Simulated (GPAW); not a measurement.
# AlN (P6_3mc): G0W0 on several meshes in GPAW

Aim: the GW shift of AlN (P6_3mc) against the k mesh.

Method: LDA and many-body steps on it, plane waves, in GPAW 26.7.0.

The database entry behind the starting cell differs from later determinations by our own check (inner coordinate u about 0.002 short), so it need not match the best structure at ambient conditions.

## Step 1: The starting structure

Symmetry: P6_3mc, No. 186, hexagonal system. The conventional cell has a = 3.113 Å, b = 3.113 Å, c = 4.981 Å, α = 90.00°, β = 90.00°, γ = 120.00°. Nearest to Al lie 4 N at 1.89 Å. Nearest to N lie 4 Al at 1.89 Å. Farther neighbours and most contacts between anions are not listed.

Structure file:

```cif
data_structure
_symmetry_space_group_name_H-M 'P6_3mc'
_symmetry_Int_Tables_number 186
_cell_length_a 3.1130
_cell_length_b 3.1130
_cell_length_c 4.9810
_cell_angle_alpha 90.000
_cell_angle_beta 90.000
_cell_angle_gamma 120.000
_cell_volume 41.80
loop_
_atom_site_label
_atom_site_type_symbol
_atom_site_symmetry_multiplicity
_atom_site_Wyckoff_symbol
_atom_site_fract_x
_atom_site_fract_y
_atom_site_fract_z
_atom_site_occupancy
Al1 Al 2 b 0.33333 0.66667 0.00000 1
N1 N 2 b 0.33333 0.66667 0.38000 1
```

The cell and positions come from the Crystallography Open Database and are kept as given unless a step says otherwise.

## Step 2: Empty states on the mesh, 6×6×4 mesh, 503 bands

This step: GPAW 26.7.0; DFT, LDA, plane waves, PAW.

The sums over transitions need many empty states on a uniform mesh; this step solves for them.

The input, run.py:

```python
import json
import numpy as np
from gpaw.mpi import world
from gpaw import GPAW

calc = GPAW('gs.gpw').fixed_density(kpts={'size': (6, 6, 4), 'gamma': True},
    parallel={'domain': 1, 'band': 1},
    txt='nscf.txt')
calc.diagonalize_full_hamiltonian(nbands=503)
calc.write('full.gpw', mode='all')
res = {}
kpts = calc.get_ibz_k_points()
res['kpts'] = kpts
res['eigenvalues'] = [calc.get_eigenvalues(kpt=k) for k in range(len(kpts))]
res['n_electrons'] = calc.get_number_of_electrons()

if world.rank == 0:
    with open('result.json', 'w') as f:
        json.dump(res, f, default=lambda x: x.tolist())
```

Launch:

```console
mpirun -n 4 gpaw python run.py
```

Numbers of over 12 decimals in the logs are rounded to 6 here.

The program printed:

```text
Diagonalizing LCAO Hamiltonian
Converting LCAO to pw mode
convergence criteria:
- Maximum integral of absolute [eigenst]ate change: 4e-08 eV^2 / valence electron
maximum number of iterations: 100

SCF iterations
|iter     |     time |      energy | eigst |  dens |
|iter:   1|  |             | +0.96 |       |
|iter:   2|  |             | -0.56 |       |
|iter:   3|  |             | -1.61 |       |
[...]
|iter:   7|  |             | -5.97 |       |
|iter:   8|  |             | -6.59 |       |
|iter:   9|  |             | -7.62c|       |
SCF steps: 9
  __  _  _
 | _ |_)|_||  |
 |__||  | ||/\| - 26.7.0

Input parameters:
  mode=PW(ecut=600.0),
  convergence={'density': 1e-06, 'bands': -3},
  gpts=array([18, 18, 30]),
  kpts=MonkhorstPack(size=(6, 6, 4), gamma=True),
  maxiter=100,
  nbands=16,
  occupations=Occupations(name='fermi-dirac', width=0.001, fixmagmom=False),
  parallel={'domain': 1, 'band': 1},
  xc=XC(name='LDA')
Matrix size: 1412x1412
# Writing to full.gpw (mode='all')
  [... matrices ...]

timing:  # [seconds]
  Total: 12.972  # ━━━━━━━━━━━━━━━━━━━━━━━━━━━━━━━━━━━━━━━━━━━━━━━━━━━━━━━━━━
```

It took 18 s on 4 MPI ranks of Intel Xeon Platinum 8488C (Sapphire Rapids), shared host; peak memory 1.7 GiB.

Numbers from this step:

```
gap                                                           : 4.245 eV
k of the valence top                                          : 0, 0, 0
k of the conduction bottom                                    : 0, 0, 0
least direct gap                                              : 4.245 eV
k points computed                                             : 24
lowest point of the top converged band, above the valence top : 282.9661 eV
```

On this mesh the gap is 4.245 eV.

## Step 3: 6×6×4

G0W0 replaces the xc potential by the self-energy, built once from these orbitals. Only a window of levels is corrected, while the sums run over the empty bands that the input names.

This step: G0W0 on LDA, plane waves, PAW.

The input, run.py:

```python
import json
import numpy as np
from gpaw.mpi import world
from gpaw.response.g0w0 import G0W0

gw = G0W0('full.gpw',
    filename='gw',
    kpts=[0],
    bands=(6, 10),
    ecut=180,
    nbands=229,
    integrate_gamma='WS',
    ppa=True)
gw.calculate()
res = {mode: {k: v for k, v in r.items() if k != 'sigma_eskwn'}
       for mode, r in gw.all_results.items()}

if world.rank == 0:
    with open('result.json', 'w') as f:
        json.dump(res, f, default=lambda x: x.tolist())
```

Launch:

```console
mpirun -n 4 gpaw python run.py
```

The program printed:

```text
Using integrator: PointIntegrator
FrequencyGridDescriptor(from 0.000+0.000j to 0.000+27.211j eV, 2 points)
Nonperiodic BCs:  [False False False]
Using integrator: PointIntegrator
FrequencyGridDescriptor(from 0.000+0.000j to 0.000+27.211j eV, 2 points)
Nonperiodic BCs:  [False False False]
  ___  _ _ _
 |   || | | |
 | | || | | |
 |__ ||_____|
 |___|

BZ k-points: Symmetries present (total): 6

  [... matrices ...]
144 k-points: 6 x 6 x 4 Monkhorst-Pack grid + [1/12,1/12,1/8]
24 k-points in the irreducible part of the Brillouin zone
       k-points in crystal coordinates                weights
   0:     0.00000000    0.00000000    0.00000000          1/144
   1:     0.00000000    0.00000000    0.25000000          2/144
   2:     0.00000000    0.00000000    0.50000000          1/144
   3:     0.16666667    0.00000000   -0.25000000          6/144
   4:     0.16666667    0.00000000    0.00000000          6/144
   5:     0.16666667    0.00000000    0.25000000          6/144
   6:     0.16666667    0.00000000    0.50000000          6/144
   7:     0.33333333   -0.16666667    0.00000000          6/144
   8:     0.33333333   -0.16666667    0.25000000         12/144
   9:     0.33333333   -0.16666667    0.50000000          6/144
          ...
  23:     0.50000000    0.50000000    0.50000000          3/144

Distributing spins, k-points and bands (1 x 1 x 4) over 4 processes
Number of blocks: 1

Quasi particle states:
k-points (IBZ indices): [0]
Band range: (6, 10)
  [... matrices ...]
Computational parameters:
Plane wave cut-off: 180 eV
Number of bands: 229
Coulomb cutoff: None
Broadening: 0.1 eV

fxc modes: GW
Kernel: RPA
Using Godby-Needs plasmon-pole approximation:
  Fitting energy: i*E0, E0 = 1.000 Hartree
Summing all q:

Calculating screened Coulomb potential
No Coulomb truncation
FrequencyGridDescriptor(from 0.000+0.000j to 0.000+27.211j eV, 2 points)
Removing empty qpoint cache files...

Calculating chi0 body with:
    Ground state adapter containing:
    Number of spins: 1
    Number of kpoints: 144
    Number of irreducible kpoints: 24
    Number of completely occupied states: 8
    Number of partially occupied states: 8
    Occupied states memory: 1.1865234375 M / cpu

    Linear response parametrization:
    q_c: [1.3877787807814457e-17, 1.3877787807814457e-17, 0.0]
    Number of frequency points: 2
    Planewave cutoff: 180.0
    Number of bands: 229
    Number of planewaves: 245
    Broadening (eta): 1e-06
    comm.size: 4
    kncomm.size: 4
    blockcomm.size: 1

    Memory estimate of potentially large arrays:
        chi0_wGG: 1.831818 M / cpu
Integrating chi0 body.

Symmetries of q_c:
    Direct symmetries (Uq -> q): 6
    Indirect symmetries (TUq -> q): 6
In total 12 allowed symmetries.

  [... matrices ...]
24 groups of equivalent kpoints. 83.333333% reduction.

Integral kind: response function
Integrating chi0 head and wings.

Symmetries of q_c:
    Direct symmetries (Uq -> q): 6
    Indirect symmetries (TUq -> q): 6
In total 12 allowed symmetries.

  [... matrices ...]
24 groups of equivalent kpoints. 83.333333% reduction.

Integral kind: response function wings

Calculating chi0 body with:
    Ground state adapter containing:
    Number of spins: 1
    Number of kpoints: 144
    Number of irreducible kpoints: 24
    Number of completely occupied states: 8
    Number of partially occupied states: 8
[... the further q-points ...]

Results:
f:      Occupation numbers
eps:     KS-eigenvalues [eV]
vxc:     KS vxc [eV]
exx:     Exact exchange [eV]
sigma:   Self-energies [eV]
dsigma:  Self-energy derivatives
Z:       Renormalization factors
qp:      QP-energies [eV]

k-point 0 (0): (0.000, 0.000, 0.000)                GW
band       f     eps     vxc     exx   sigma  dsigma       Z      qp
                                                                   GW
   6   1.000   5.672 -17.861 -21.626   2.776  -0.265   0.790   4.890
   7   1.000   5.854 -17.999 -21.701   2.743  -0.266   0.790   5.097
   8   0.000  10.100 -14.766  -9.959  -3.781  -0.219   0.820  10.942
   9   0.000  12.405 -13.656  -8.061  -4.271  -0.206   0.829  13.503
```

The job ended after 4.3 min (4 MPI ranks; peak memory 1.4 GiB).

This step gave:

- G0W0 gap on the points computed: 5.845 eV
- least direct G0W0 gap on the computed points: 5.845 eV
- Z at the valence top: 0.7902
- Z at the conduction bottom: 0.8205
- starting gap on the mesh: 4.245 eV
- k of the valence top: 0, 0, 0
- k of the conduction bottom: 0, 0, 0

The gap on the mesh goes from 4.25 eV to 5.84 eV, a correction of +1.60 eV.

## Step 4: Empty states on the mesh, 3×3×2 mesh, 239 bands

This step: DFT, LDA, plane waves, PAW.

The input, run.py:

```python
import json
import numpy as np
from gpaw.mpi import world
from gpaw import GPAW

calc = GPAW('gs.gpw').fixed_density(kpts={'size': (3, 3, 2), 'gamma': True},
    parallel={'domain': 1, 'band': 1},
    txt='nscf.txt')
calc.diagonalize_full_hamiltonian(nbands=239)
calc.write('full.gpw', mode='all')
res = {}
kpts = calc.get_ibz_k_points()
res['kpts'] = kpts
res['eigenvalues'] = [calc.get_eigenvalues(kpt=k) for k in range(len(kpts))]
res['n_electrons'] = calc.get_number_of_electrons()

if world.rank == 0:
    with open('result.json', 'w') as f:
        json.dump(res, f, default=lambda x: x.tolist())
```

Launch:

```console
mpirun -n 4 gpaw python run.py
```

The program printed:

```text
Diagonalizing LCAO Hamiltonian
Converting LCAO to pw mode
convergence criteria:
- Maximum integral of absolute [eigenst]ate change: 4e-08 eV^2 / valence electron
maximum number of iterations: 100

SCF iterations
|iter     |     time |      energy | eigst |  dens |
|iter:   1|  |             | +0.94 |       |
|iter:   2|  |             | -0.50 |       |
|iter:   3|  |             | -1.83 |       |
[...]
|iter:   7|  |             | -6.15 |       |
|iter:   8|  |             | -7.18 |       |
|iter:   9|  |             | -7.83c|       |
SCF steps: 9
  __  _  _
 | _ |_)|_||  |
 |__||  | ||/\| - 26.7.0

Input parameters:
  mode=PW(ecut=600.0),
  convergence={'density': 1e-06, 'bands': -3},
  gpts=array([18, 18, 30]),
  kpts=MonkhorstPack(size=(3, 3, 2), gamma=True),
  maxiter=100,
  nbands=16,
  occupations=Occupations(name='fermi-dirac', width=0.001, fixmagmom=False),
  parallel={'domain': 1, 'band': 1},
  xc=XC(name='LDA')
Matrix size: 1387x1387
# Writing to full.gpw (mode='all')
  [... matrices ...]

timing:  # [seconds]
  Total: 3.572  # ━━━━━━━━━━━━━━━━━━━━━━━━━━━━━━━━━━━━━━━━━━━━━━━━━━━━━━━━━━━
```

Elapsed: 7.1 s, on 4 MPI ranks; peak memory 1.2 GiB; 28 s of CPU time.

Numbers from this step:

| Item | Value |
| --- | --- |
| gap | 4.245 eV |
| k of the valence top | 0, 0, 0 |
| k of the conduction bottom | 0, 0, 0 |
| least direct gap | 4.245 eV |
| k points computed | 6 |
| lowest point of the top converged band, above the valence top | 165.3863 eV |

On this mesh the gap is 4.245 eV.

## Step 5: 3×3×2

This step: G0W0 on LDA, plane waves, PAW.

The input, run.py:

```python
import json
import numpy as np
from gpaw.mpi import world
from gpaw.response.g0w0 import G0W0

gw = G0W0('full.gpw',
    filename='gw',
    kpts=[0],
    bands=(6, 10),
    ecut=180,
    nbands=229,
    integrate_gamma='WS',
    ppa=True)
gw.calculate()
res = {mode: {k: v for k, v in r.items() if k != 'sigma_eskwn'}
       for mode, r in gw.all_results.items()}

if world.rank == 0:
    with open('result.json', 'w') as f:
        json.dump(res, f, default=lambda x: x.tolist())
```

Launch:

```console
mpirun -n 4 gpaw python run.py
```

The program printed:

```text
Using integrator: PointIntegrator
FrequencyGridDescriptor(from 0.000+0.000j to 0.000+27.211j eV, 2 points)
Nonperiodic BCs:  [False False False]
Using integrator: PointIntegrator
FrequencyGridDescriptor(from 0.000+0.000j to 0.000+27.211j eV, 2 points)
Nonperiodic BCs:  [False False False]
  ___  _ _ _
 |   || | | |
 | | || | | |
 |__ ||_____|
 |___|

BZ k-points: Symmetries present (total): 6

  [... matrices ...]
18 k-points: 3 x 3 x 2 Monkhorst-Pack grid + [0.000000,0.000000,1/4]
6 k-points in the irreducible part of the Brillouin zone
       k-points in crystal coordinates                weights
   0:     0.00000000    0.00000000    0.00000000          1/18
   1:     0.00000000    0.00000000    0.50000000          1/18
   2:     0.33333333    0.00000000    0.00000000          6/18
   3:     0.33333333    0.00000000    0.50000000          6/18
   4:     0.33333333    0.33333333    0.00000000          2/18
   5:     0.33333333    0.33333333    0.50000000          2/18

Distributing spins, k-points and bands (1 x 1 x 4) over 4 processes
Number of blocks: 1

Quasi particle states:
k-points (IBZ indices): [0]
Band range: (6, 10)
  [... matrices ...]
Computational parameters:
Plane wave cut-off: 180 eV
Number of bands: 229
Coulomb cutoff: None
Broadening: 0.1 eV

fxc modes: GW
Kernel: RPA
Using Godby-Needs plasmon-pole approximation:
  Fitting energy: i*E0, E0 = 1.000 Hartree
Summing all q:

Calculating screened Coulomb potential
No Coulomb truncation
FrequencyGridDescriptor(from 0.000+0.000j to 0.000+27.211j eV, 2 points)
Removing empty qpoint cache files...

Calculating chi0 body with:
    Ground state adapter containing:
    Number of spins: 1
    Number of kpoints: 18
    Number of irreducible kpoints: 6
    Number of completely occupied states: 8
    Number of partially occupied states: 8
    Occupied states memory: 1.1865234375 M / cpu

    Linear response parametrization:
    q_c: [0.0, 0.0, 0.0]
    Number of frequency points: 2
    Planewave cutoff: 180.0
    Number of bands: 229
    Number of planewaves: 245
    Broadening (eta): 1e-06
    comm.size: 4
    kncomm.size: 4
    blockcomm.size: 1

    Memory estimate of potentially large arrays:
        chi0_wGG: 1.831818 M / cpu
Integrating chi0 body.

Symmetries of q_c:
    Direct symmetries (Uq -> q): 6
    Indirect symmetries (TUq -> q): 6
In total 12 allowed symmetries.

  [... matrices ...]
6 groups of equivalent kpoints. 66.666667% reduction.

Integral kind: response function
Integrating chi0 head and wings.

Symmetries of q_c:
    Direct symmetries (Uq -> q): 6
    Indirect symmetries (TUq -> q): 6
In total 12 allowed symmetries.

  [... matrices ...]
6 groups of equivalent kpoints. 66.666667% reduction.

Integral kind: response function wings

Calculating chi0 body with:
    Ground state adapter containing:
    Number of spins: 1
    Number of kpoints: 18
    Number of irreducible kpoints: 6
    Number of completely occupied states: 8
    Number of partially occupied states: 8
    Occupied states memory: 1.1865234375 M / cpu

[... the further q-points ...]

Results:
f:      Occupation numbers
eps:     KS-eigenvalues [eV]
vxc:     KS vxc [eV]
exx:     Exact exchange [eV]
sigma:   Self-energies [eV]
dsigma:  Self-energy derivatives
Z:       Renormalization factors
qp:      QP-energies [eV]

k-point 0 (0): (0.000, 0.000, 0.000)                GW
band       f     eps     vxc     exx   sigma  dsigma       Z      qp
                                                                   GW
   6   1.000   5.672 -17.861 -21.865   2.973  -0.267   0.789   4.859
   7   1.000   5.854 -17.999 -21.724   2.798  -0.266   0.790   5.122
   8   0.000  10.100 -14.766  -9.695  -4.015  -0.223   0.818  10.963
   9   0.000  12.405 -13.656  -7.862  -4.437  -0.210   0.827  13.526
```

Wall time 17 s (4 MPI ranks); peak memory 1.1 GiB; 69 s of CPU time.

This step gave:

```
G0W0 gap on the points computed              : 5.841 eV
least direct G0W0 gap on the computed points : 5.841 eV
Z at the valence top                         : 0.7900
Z at the conduction bottom                   : 0.8177
starting gap on the mesh                     : 4.245 eV
k of the valence top                         : 0, 0, 0
k of the conduction bottom                   : 0, 0, 0
```

Against G0W0 in GPAW (6×6×4 mesh, 229 bands, screening to 180 eV, Godby-Needs plasmon pole), the gap moves by −0.003 eV.

## Step 6: Side by side

Times are wall times on 4 MPI ranks of Intel Xeon Platinum 8488C (Sapphire Rapids), shared host, good to a factor of about two.

```csv
run,mesh,bands,screening cutoff (eV),DFT gap (eV),gap on the mesh (eV),direct (eV),time
6×6×4,6×6×4,229,180,4.245,5.845,5.845,4.3 min
3×3×2,3×3×2,229,180,4.245,5.841,5.841,17 s
```

## Step 7: Outcome

```
6×6×4        : 5.845 eV
3×3×2        : 5.841 eV
known limits : not at the basis limit; coarse k mesh
```

What this shows: 3×3×2: −0.003 eV against 6×6×4. Bands and cutoff are finite, so the gap is not at the basis limit. The miss can reach some tenths of an eV and take either sign; the mesh is an error of its own. These stock PAW sets were not made for GW. In the G0W0 runs levels were corrected at 1 k point alone, so a gap called «on the mesh» is the least over those, and an edge elsewhere would be missed.

[Paths, hosts, dates, memory and timing lines, banners, echoed tables and standing remarks are left out of the program output.]

[Logs are printed without paths, hosts, clocks, repeated set-up lines and the standing remarks that a program may print on its own settings, such as how far it seeks lower states.]

[Runs of the session that timed out or met a known fault of the program may be left out.]

[Hosts, paths, dates, database ids (printed as entryN), source tags and the programs' standing remarks are cut or masked in the printed files.]
